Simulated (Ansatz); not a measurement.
Results of PBE0 (plane waves, PAW; Ansatz, a quantum-chemistry and plane-wave program) for rock-salt LiI.

Numerical settings: plane-wave cutoff 460 eV, 8×8×8 k mesh, Fermi–Dirac smearing 0.01 eV, scalar-relativistic PAW data made under PBE.

The cell is scaled about its equilibrium volume:

| V (Å³/atom) | P (GPa) | direct gap at Γ (eV) |
|---|---|---|
| 25.428 | 1.21 | 6.261 |
| 26.097 | 0.56 | 6.138 |
| 26.721 | 0.03 | 6.031 |
| 27.435 | -0.49 | 5.917 |
| 28.105 | -0.92 | 5.818 |

A straight line through the gaps at Γ against ln V gives a volume deformation potential dE_g(Γ)/d ln V of -4.4 eV: the gap at Γ widens under compression.

Measured, for comparison: band gap 6.4 eV (temperature not stated, not corrected to a static lattice, our sources range from 6.10 to 6.40; as tabulated in Aguado et al. (1998), arXiv:cond-mat/9809176).

Spin–orbit coupling is not included; with these elements it can move the gap by several tenths of an eV or more.
